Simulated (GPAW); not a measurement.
Al2O3:

```
Al O
1.0
     4.61378    0.00000    0.00000
     0.00000    9.56328    0.00000
     0.00000    0.00000    3.11986
Al O
4 6
Direct
  0.98298 0.82457 0.00000
  0.01702 0.17543 0.00000
  0.48297 0.67543 0.50000
  0.51702 0.32457 0.50000
  0.50000 0.50000 0.50000
  0.12363 0.75305 0.50000
  0.37637 0.25305 0.00000
  0.62364 0.74695 0.00000
  0.00000 0.00000 0.00000
  0.87636 0.24695 0.50000
```

Measurements of this composition are mostly on another form, of space group No. 167.

Base run:

- Program: GPAW 26.7.0
- Functional: PBE
- Potentials or basis: GPAW PAW data sets (gpaw-data 1.2.1)
- Cutoff: 800 eV
- Basis: pw
- k mesh: 5 × 3 × 7
- Occupations: fermi-dirac, width 0.05 eV
- Spin: no spin polarisation

Its results: band gap on the k mesh 3.55 eV, direct; pressure 1.8 GPa; largest force 0.201 eV/Å.

Question: The run is repeated on the same cell with these changes: functional from PBE to LDA; potentials or basis from GPAW PAW data sets (gpaw-data 1.2.1) to the program's PAW data sets (release 1.2.1) made for this functional. What comes out?

Answer: Band gap on the k mesh 3.40 eV, direct; pressure -4.7 GPa; largest force 0.174 eV/Å.
